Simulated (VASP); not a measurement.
# MgB2 (P6/mmm) in VASP: notebook

The runs below take MgB2 through relaxation of cell and atoms, with PBE.

All numbers are computed with VASP 6.6.1; they aren't measurements. Logs are shortened: lines on timing, memory, paths and dates and some standing lists are left out, and cuts for length are marked.

### 1 Starting point

Symmetry: P6/mmm, No. 191, hexagonal system. Conventional cell: a = 3.085 Å, b = 3.085 Å, c = 3.523 Å, α = 90.00°, β = 90.00°, γ = 120.00°. Mg (site symmetry 6/mmm) is surrounded by 12 B at 2.51 Å. B (site symmetry -6m2) is surrounded by 3 B at 1.78 Å.

### 2 Relaxation of cell and atoms, PBE

File INCAR:

```
ALGO = Normal ; EDIFF = 1E-6
EDIFFG = -0.01 ; ENCUT = 600
GGA = PE ; IBRION = 2
ISIF = 3 ; ISMEAR = 1
KPAR = 2 ; LASPH = True
LCHARG = False ; LREAL = False
LWAVE = False ; NELM = 80
NSW = 90 ; PREC = Accurate
SIGMA = 0.1
```

File KPOINTS:

```
k-points
0
Gamma
  15 15 10
```

File POSCAR:

```
MgB2
1.0
    3.0850000000      0.0000000000      0.0000000000
   -1.5425000000      2.6716883707      0.0000000000
    0.0000000000      0.0000000000      3.5230000000
Mg B
1 2
Direct
    0.0000000000      0.0000000000      0.0000000000
    0.3333333333      0.6666666667      0.5000000000
    0.6666666667      0.3333333333      0.5000000000
```

Potentials or basis: VASP PAW PBE potentials, release 64 (Mg, B).

On the command line:

```sh
cat potpaw_PBE.64/Mg/POTCAR potpaw_PBE.64/B/POTCAR > POTCAR
mpirun -np 2 vasp_std > vasp.out
```

OUTCAR:

```text
EDIFF = 1E-6
   EDIFFG = -0.01
   ENCUT = 600
   GGA = PE
   IBRION = 2
   ISIF = 3
   ISMEAR = 1
   LASPH = True
   LREAL = False
   NELM = 80
   NSW = 90
   PREC = Accurate

 ion  position               nearest neighbor table
   1  0.000  0.000  0.000-   2 2.51   3 2.51   2 2.51   3 2.51   3 2.51   3 2.51   2 2.51   2 2.51
                             3 2.51   3 2.51   2 2.51   2 2.51
   2  0.333  0.667  0.500-   3 1.78   3 1.78   3 1.78   1 2.51   1 2.51   1 2.51   1 2.51   1 2.51
                             1 2.51
   3  0.667  0.333  0.500-   2 1.78   2 1.78   2 1.78   1 2.51   1 2.51   1 2.51   1 2.51   1 2.51
                             1 2.51

  LATTYP: Found a hexagonal cell.
 ALAT       =     3.0850000000
 C/A-ratio  =     1.1419773096

  Lattice vectors:

 A1 = (   3.0850000000,   0.0000000000,   0.0000000000)
 A2 = (  -1.5425000000,   2.6716883707,   0.0000000000)
 A3 = (   0.0000000000,   0.0000000000,   3.5230000000)

Analysis of symmetry for initial positions (statically):
=====================================================================
 Subroutine PRICEL returns:
 Original cell was already a primitive cell.

 Routine SETGRP: Setting up the symmetry group for a
 hexagonal supercell.

 Subroutine GETGRP returns: Found 24 space group operations
 (whereof 24 operations were pure point group operations)
 out of a pool of 24 trial point group operations.

The static configuration has the point symmetry D_6h.

Analysis of symmetry for dynamics (positions and initial velocities):
=====================================================================
 Subroutine PRICEL returns:
 Original cell was already a primitive cell.

 Routine SETGRP: Setting up the symmetry group for a
 hexagonal supercell.

 Subroutine GETGRP returns: Found 24 space group operations
 (whereof 24 operations were pure point group operations)
 out of a pool of 24 trial point group operations.

The dynamic configuration has the point symmetry D_6h.

 Subroutine INISYM returns: Found 24 space group operations
 (whereof 24 operations are pure point group operations),
 and found     1 'primitive' translations

----------------------------------------------------------------------------------------

                                     Primitive cell

  volume of cell :      29.0371

  direct lattice vectors                    reciprocal lattice vectors
     3.085000000  0.000000000  0.000000000     0.324149109  0.187147575  0.000000000
    -1.542500000  2.671688371  0.000000000     0.000000000  0.374295150  0.000000000
     0.000000000  0.000000000  3.523000000     0.000000000  0.000000000  0.283848992

  length of vectors
     3.085000000  3.085000000  3.523000000     0.374295150  0.374295150  0.283848992

  position of ions in fractional coordinates (direct lattice)
     0.000000000  0.000000000  0.000000000
     0.333333333  0.666666667  0.500000000
     0.666666667  0.333333333  0.500000000

  ion indices of the primitive-cell ions
   primitive index   ion index
                 1           1
                 2           2
                 3           3

----------------------------------------------------------------------------------------

 KPOINTS: k-points

Automatic generation of k-mesh.
 Grid dimensions read from file:
 generate k-points for:   15   15   10

 Generating k-lattice:

  Cartesian coordinates                     Fractional coordinates (reciprocal lattice)
     0.021609941  0.012476505  0.000000000     0.066666667  0.000000000  0.000000000
     0.000000000  0.024953010  0.000000000     0.000000000  0.066666667  0.000000000
     0.000000000  0.000000000  0.028384899     0.000000000  0.000000000  0.100000000

  Length of vectors
     0.024953010  0.024953010  0.028384899

  Shift w.r.t. Gamma in fractional coordinates (k-lattice)
     0.000000000  0.000000000  0.000000000

 Subroutine IBZKPT returns following result:
 ===========================================

 Found    162 irreducible k-points:

 Following reciprocal coordinates:
            Coordinates               Weight
  0.000000  0.000000  0.000000      1.000000
  0.066667  0.000000  0.000000      6.000000
  0.133333  0.000000  0.000000      6.000000
  0.200000  0.000000  0.000000      6.000000
  0.266667  0.000000  0.000000      6.000000
  0.333333  0.000000  0.000000      6.000000
[... 16 lines left out ...]
  0.333333  0.200000  0.000000     12.000000
  0.400000  0.200000  0.000000      6.000000
 [... further k-points ...]
   k-points           NKPTS =    162   k-points in BZ     NKDIM =    162   number of bands    NBANDS=      8
   number of dos      NEDOS =    301   number of ions     NIONS =      3
   total plane-waves  NPLWV =  21952
   dimension x,y,z NGX =    28 NGY =   28 NGZ =   28
   dimension x,y,z NGXF=    56 NGYF=   56 NGZF=   56
   ions per type =               1   2
   NGX,Y,Z   is equivalent  to a cutoff of  15.09, 15.09, 13.21 a.u.
   NGXF,Y,Z  is equivalent  to a cutoff of  30.18, 30.18, 26.43 a.u.
 SYSTEM =  unknown system
   PREC   = accura    normal or accurate (medium, high low for compatibility)
   ISTART =      0    job   : 0-new  1-cont  2-samecut
   ICHARG =      2    charge: 1-file 2-atom 10-const
   ISPIN  =      1    spin polarized calculation?
   LNONCOLLINEAR =      F non collinear calculations
   LSORBIT =      F    spin-orbit coupling
   LASPH  =      T    aspherical Exc in radial PAW
   ENCUT  =  600.0 eV  44.10 Ry    6.64 a.u.   6.16  6.16  7.04*2*pi/ulx,y,z
   NELM   =     80;   NELMIN=  2; NELMDL= -5     # of ELM steps
   EDIFF  = 0.1E-05   stopping-criterion for ELM
   LREAL  =      F    real-space projection
   EDIFFG = -.1E-01   stopping-criterion for IOM
   NSW    =     90    number of steps for IOM
   IBRION =      2    ionic relax: 0-MD 1-quasi-New 2-CG
   NFREE  =      1    steps in history (QN), initial steepest desc. (CG)
   ISIF   =      3    stress and relaxation
   ISYM   =      2    0-nonsym 1-usesym 2-fastsym
   POTIM  = 0.5000    time-step for ionic-motion
   TEBEG  =    0.0;   TEEND  =   0.0 temperature during run
   PSTRESS=    0.0 pullay stress
   NELECT =       8.0000    total number of electrons
   NUPDOWN=      -1.0000    fix difference up-down
   EMIN   =  10.00;   EMAX   =-10.00  energy-range for DOS
   EFERMI =   0.00;   METHOD = LEGACY
   ISMEAR =     1;   SIGMA  =   0.10  broadening in eV -4-tet -1-fermi 0-gaus
   EFERMI_NEDOS =   21; number of points for ismear=-14 and -15
   IALGO  =     38    algorithm
   IMIX   =      4    mixing-type and parameters
     AMIX     =   0.40;   BMIX     =  1.00
     AMIX_MAG =   1.60;   BMIX_MAG =  1.00
  volume/ion in A,a.u.               =       9.68        65.32
  Fermi-wavevector in a.u.,A,eV,Ry     =   1.065255  2.013040 15.439462  1.134768
  Thomas-Fermi vector in A             =   2.200801
   LORBIT       =      0    0 simple, 1 ext, 2 COOP (PROOUT), +10 PAW based schemes
   GGA     = PE    functional components
   LHFCALC =     F    Hartree Fock is set to
   AEXX    =    0.0000 exact exchange contribution
   IVDW    =     0    specifies the selected vdW correction
   LEPSILON=     F    determine dielectric tensor
   LRPA    =     F    only Hartree local field effects (RPA)
 conjugate gradient relaxation of ions
 non-spin polarized calculation
 Methfessel and Paxton  Order N= 1 SIGMA  =   0.10
  energy-cutoff  :      600.00
  volume of cell :       29.04
 maximum number of plane-waves:       986
 NGX is ok and might be reduce to    28
   NGX = 13   NGY = 13   NGZ = 15

--------------------------------------- Ionic step        1  -------------------------------------------

 number of electron       8.0000000 magnetization

 Free energy of the ion-electron system (eV)
  ---------------------------------------------------
  ext. energy  EPLUGINS =         0.00000000
  ---------------------------------------------------
  free energy    TOTEN  =       -15.32427708 eV

  energy without entropy =      -15.32436334  energy(sigma->0) =      -15.32430583

------------------------ aborting loop because EDIFF is reached ----------------------------------------

  FORCE on cell =-STRESS in cart. coord.  units (eV):
  Direction    XX          YY          ZZ          XY          YZ          ZX
  --------------------------------------------------------------------------------------
  -------------------------------------------------------------------------------------
  Total       -0.4057438     -0.4057438      0.0523174      0.0000000     -0.0000000      0.0000000
  in kB      -22.3876702    -22.3876702      2.8867103      0.0000000     -0.0000000      0.0000000
  external PRESSURE =     -13.9628767 kB  Pullay stress =       0.0000000 kB

 VOLUME and BASIS-vectors are now :
 -----------------------------------------------------------------------------
  energy-cutoff  :      600.00
  volume of cell :       29.04
      direct lattice vectors                 reciprocal lattice vectors
     3.085000000  0.000000000  0.000000000     0.324149109  0.187147575  0.000000000
    -1.542500000  2.671688371  0.000000000     0.000000000  0.374295150  0.000000000
     0.000000000  0.000000000  3.523000000     0.000000000  0.000000000  0.283848992
[... 112 lines left out ...]
 POSITION                                       TOTAL-FORCE (eV/Angst)
 -----------------------------------------------------------------------------------
      0.00000      0.00000      0.00000         0.000000      0.000000     -0.000000
     -0.00000      1.77314      1.76252        -0.000000     -0.000000      0.000000
      1.53558      0.88657      1.76252         0.000000      0.000000     -0.000000
 -----------------------------------------------------------------------------------
    total drift:                                0.000000      0.000000     -0.000000

  FREE ENERGIE OF THE ION-ELECTRON SYSTEM (eV)
  ---------------------------------------------------
  free  energy   TOTEN  =       -15.3261709539 eV

  energy  without entropy=      -15.3261805727  energy(sigma->0) =      -15.32617416

--------------------------------------- Ionic step        5  -------------------------------------------

 number of electron       8.0000000 magnetization

 Free energy of the ion-electron system (eV)
  ---------------------------------------------------
  ext. energy  EPLUGINS =         0.00000000
  ---------------------------------------------------
  free energy    TOTEN  =       -15.32620083 eV

  energy without entropy =      -15.32619505  energy(sigma->0) =      -15.32619890

 E-fermi :   5.2712     XC(G=0): -10.9398

 val. band max:        5.2657131706   @ k =   0.1333   0.0000   0.3000
 cond. band min:       5.2791548391   @ k =   0.4667   0.0000   0.3000
 fundamental gap:      0.0134416684
 Fermi energy:         5.2712382481

 k-point     1 :       0.0000    0.0000    0.0000
  band No.  band energies     occupation
      1      -7.1539      2.00000
      2       2.3030      2.00000
      3       5.6965     -0.00000
      4       5.6965     -0.00000
      5       6.8971     -0.00000
      6      11.6986      0.00000
      7      11.6986      0.00000
      8      13.5659      0.00000

 k-point     2 :       0.0667    0.0000    0.0000
  band No.  band energies     occupation
      1      -7.0762      2.00000
      2       2.3791      2.00000
      3       5.2934      0.63451
      4       5.5071     -0.00425
      5       6.9666     -0.00000
      6      11.6528      0.00000
      7      12.0456      0.00000
      8      13.7309      0.00000
[... 221 lines left out ...]
 k-point    23 :       0.3333    0.2000    0.0000
  band No.  band energies     occupation
      1      -3.4942      2.00000
      2      -1.2834      2.00000
      3       0.9836      2.00000
      4       5.6707     -0.00000
      5       8.5100      0.00000
      6      10.3531      0.00000
      7      11.7481      0.00000
      8      13.5054      0.00000

 k-point    24 :       0.4000    0.2000    0.0000
  band No.  band energies     occupation
      1      -2.7766      2.00000
      2      -2.0975      2.00000
      3       0.8894      2.00000
      4       6.0677     -0.00000
      5       8.0298      0.00000
      6      10.9230      0.00000
      7      11.2698      0.00000
      8      13.4315      0.00000

 [... further k-points ...]
[... 5 lines left out ...]
  --------------------------------------------------------------------------------------
  -------------------------------------------------------------------------------------
  Total       -0.0053135     -0.0053135      0.0127138      0.0000000     -0.0000000      0.0000000
  in kB       -0.2954096     -0.2954096      0.7068324      0.0000000     -0.0000000      0.0000000
  external PRESSURE =       0.0386711 kB  Pullay stress =       0.0000000 kB

 VOLUME and BASIS-vectors are now :
 -----------------------------------------------------------------------------
  energy-cutoff  :      600.00
  volume of cell :       28.82
      direct lattice vectors                 reciprocal lattice vectors
     3.071143313  0.000000000  0.000000000     0.325611637  0.187991966  0.000000000
    -1.535571656  2.659688127  0.000000000    -0.000000000  0.375983932  0.000000000
    -0.000000000 -0.000000000  3.528081550    -0.000000000 -0.000000000  0.283440160

 POSITION                                       TOTAL-FORCE (eV/Angst)
 -----------------------------------------------------------------------------------
     -0.00000     -0.00000      3.52808        -0.000000     -0.000000     -0.000000
     -0.00000      1.77313      1.76404        -0.000000      0.000000     -0.000000
      1.53557      0.88656      1.76404         0.000000     -0.000000      0.000000
 -----------------------------------------------------------------------------------
    total drift:                                0.000000      0.000000     -0.000000

  FREE ENERGIE OF THE ION-ELECTRON SYSTEM (eV)
  ---------------------------------------------------
  free  energy   TOTEN  =       -15.3262008273 eV

  energy  without entropy=      -15.3261950503  energy(sigma->0) =      -15.32619890

 reached required accuracy - stopping structural energy minimisation
```

It took 30 s on 2 MPI ranks of AMD EPYC 9R45 (Zen 5), shared host; peak memory 0.17 GiB.

Results:

```
Free energy                            : -15.3262 eV
Relaxed volume                         : 9.61 Å³/atom
Relaxed cell                           : a = 3.071 Å, b = 3.071 Å, c = 3.528 Å, α = 90.00°, β = 90.00°, γ = 120.00°
Space group after relaxing (to 0.05 Å) : P6/mmm (No. 191)
Energy gained by relaxing              : 0.6 meV/atom
Ionic steps                            : 5
Pressure after relaxing                : 0.0 GPa
Band gap on the k mesh                 : none (metal or under the smearing width)
```

The path:
```
step  energy change (eV)  largest force (eV/Å)  pressure (GPa)  volume (Å³)
   1              0.0000                0.0000           -1.40        29.04
   2             -0.0015                0.0000            0.79        28.68
   3             -0.0019                0.0000            0.12        28.79
   4             -0.0019                0.0000            0.10        28.79
   5             -0.0019                0.0000            0.00        28.82
```

Final structure:
```
Mg B
1.0
     3.07114    0.00000    0.00000
    -1.53557    2.65969    0.00000
     0.00000    0.00000    3.52808
Mg B
1 2
Direct
  0.00000 0.00000 0.00000
  0.33333 0.66667 0.50000
  0.66667 0.33333 0.50000
```

(Part 1 of 2 ends here.)
